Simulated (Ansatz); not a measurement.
**Antimony (simple cubic) across density functionals**

All rows: Ansatz, plane waves with scalar-relativistic PAW, 420 eV (500 eV for the SCAN forms), relaxed under each functional, no dispersion correction, no zero-point motion. B₀ comes from uniform scaling at fixed shape; a dash is a value not given.

| functional | V (Å³/atom) | cell | B₀ (GPa) | magnetic state | ΔE to A7 rhombohedral (meV/atom) |
| --- | --- | --- | --- | --- | --- |
| PBE | 29.96 | a = 3.106 Å | 53 | spin not included | 49 |
| r²SCAN | 29.30 | a = 3.083 Å | 58 | spin not included | 62 |
| PBEsol | 28.63 | a = 3.059 Å | 61 | spin not included | 28 |
| LDA | 28.06 | a = 3.039 Å | 64 | spin not included | 27 |
| revPBE | 30.45 | a = 3.123 Å | - | spin not included | 60 |
| RPBE | 30.66 | a = 3.130 Å | - | spin not included | 64 |
| BLYP | 32.44 | a = 3.189 Å | - | spin not included | 165 |

LDA gives the smallest volume and BLYP the largest.
